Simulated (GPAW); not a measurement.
Runs of GPAW 26.7.0 on WS2. The cell holds a slab with vacuum, 3 atoms: a = 3.184 Å, b = 3.184 Å, c = 16.951 Å, α = 90.00°, β = 90.00°, γ = 120.00°. 

```csv
task,level,potentials or basis,k mesh,cutoff (eV),smearing,maxiter,band path,band points,data set,convergence,mesh quality,gap on the mesh (eV),largest force (eV/Å)
band structure,LDA,"JTH PAW 2.0, LDA, pw",7 × 7 × 2,600,fermi-dirac 0.05 eV,150,"GMKGALHA,LM,KH",80,"S jth, W jth",-,not flagged,-,0.44
single point,LDA,"the program's PAW data sets (release 1.2.1) made for this functional, pw",8 × 8 × 2,450,fermi-dirac 0.05 eV,120,-,-,-,default,not flagged,(a),0.45
dielectric tensor,PBEsol,"PAW data sets generated in the run's folder for this functional, pw",8 × 8 × 2,450,fermi-dirac 0.001 eV,150,-,-,-,-,not flagged,2.05,-
single point,PBEsol,"PAW data sets generated in the run's folder for this functional, pw",8 × 8 × 2,450,fermi-dirac 0.05 eV,120,-,-,-,default,not flagged,2.05,0.12
```

Alike in all rows: no spin polarisation; cell as given.

Task: Estimate the missing entries.

Result: (a) 2.04.

Caveats: spin-orbit coupling is left out, which moves the levels of the heavy elements; the cutoff is short for stress and forces, so pressures can be off by a GPa or more (some runs); the program truncates these outside data sets (some runs); the long-wavelength limit can be off by several per cent where d states take part (some runs).

A k mesh can miss the band edges, and the runs leave out spin-orbit coupling on W.

Runs at the PBE level aren't shown here.
